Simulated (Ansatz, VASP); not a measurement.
This is a calculation of TiSi2 for Ansatz 0.2.0. The cell is a database's computed one, not the measured one.

File input.yaml:

```yaml
crystal:
  lattice:
    - [0.0, 4.1175163063, 4.2628978354]
    - [2.3895119538, 0.0, 4.2628978354]
    - [2.3895119538, 4.1175163063, 0.0]
  atoms:
    - { symbol: Ti, position: [0.75, 0.75, 0.75] }
    - { symbol: Ti, position: [0.5, 0.5, 0.5] }
    - { symbol: Si, position: [0.41256561, 0.08743439, 0.41256561] }
    - { symbol: Si, position: [0.08743439, 0.41256561, 0.08743439] }
    - { symbol: Si, position: [0.16256561, 0.83743439, 0.16256561] }
    - { symbol: Si, position: [0.83743439, 0.16256561, 0.83743439] }
hamiltonian:
  xc: pbesol
  pseudopotentials: { kind: paw }
  hubbard: { sites: [{ species: Ti, l: d, u_eff: 2.0 }] }
kpoints:
  mp_grid: { grid: [5, 5, 5] }
scf:
  occupations: { method: fermi_dirac, width: 0.05 }
output:
  forces: true
  stress: true
  eigenvalues: true
  write_density: true
  write_potential: true
  elf: true
  volumetric_format: npy
relax:
  f_tol: 0.01
  max_steps: 40
  cell: { stress_tol: 0.05 }
```

Potentials or basis: Ansatz PAW.

Command:

```console
$ ansatz run input.yaml --threads 2 --pin off --max-ram 5632MiB --backend cpu --events-out ev --progress --plain --runs-dir out
```

Question: Set up the same calculation for VASP 6.6.1. Potentials or basis there: PBE PAW files Si, Ti_sv, 600 eV.

Answer: As run (cutoffs and basis follow the program's own potentials, and thresholds, step limits or extra output files can differ):

Contents of INCAR:

```
SYSTEM = TiSi2
PREC = Accurate ; ENCUT = 600
EDIFF = 1E-7 ; ISMEAR = -1
SIGMA = 0.05 ; LREAL = .FALSE.
LASPH = .TRUE. ; NELM = 80
ALGO = Normal ; ISIF = 3
LWAVE = .FALSE. ; LCHARG = .FALSE.
LMAXMIX = 4 ; LDAU = .TRUE.
LDAUTYPE = 2 ; LDAUL = 2 -1
LDAUU = 2 0 ; LDAUJ = 0 0
LDAUPRINT = 1 ; GGA = PS
IBRION = 2 ; NSW = 60
EDIFFG = -0.01
```

The input KPOINTS:

```
regular mesh
0
G
  5 5 5
  0 0 0
```

File POSCAR:

```
TiSi2
1.0
    0.0000000000      4.1175163063      4.2628978354
    2.3895119538      0.0000000000      4.2628978354
    2.3895119538      4.1175163063      0.0000000000
Ti Si
2 4
Direct
    0.7500000000      0.7500000000      0.7500000000
    0.5000000000      0.5000000000      0.5000000000
    0.4125656100      0.0874343900      0.4125656100
    0.0874343900      0.4125656100      0.0874343900
    0.1625656100      0.8374343900      0.1625656100
    0.8374343900      0.1625656100      0.8374343900
```

Potentials or basis: VASP PAW PBE potentials, release 64 (Ti_sv, Si).

Run with:

```sh
$ cat potpaw_PBE.64/Ti_sv/POTCAR potpaw_PBE.64/Si/POTCAR > POTCAR
$ mpirun -np 1 vasp_std > vasp.out
```

Both were run:

|  | Ansatz | VASP |
| --- | --- | --- |
| Relaxed volume | 13.93 Å³/atom | 14.03 Å³/atom |
| Relaxed cell | a = 5.928 Å, b = 4.897 Å, c = 4.744 Å, α = 75.88°, β = 53.23°, γ = 50.89° | a = 5.944 Å, b = 4.911 Å, c = 4.752 Å, α = 75.90°, β = 53.25°, γ = 50.85° |
| Space group after relaxing | Fddd (No. 70) | Fddd (No. 70) |
| Pressure after relaxing | 0.0 GPa | 0.0 GPa |

Ansatz's pressure holds a Pulay term of +0.03 GPa for its cutoff of 420 eV, which the other run lacks.

Ansatz's potentials were made for PBE. VASP's potentials were made for PBE.

Where Ansatz's input types no cutoff or centring, it takes its own default and a Γ-centred mesh.

How U acts hangs on each program's projectors.

Pressure is positive in compression.
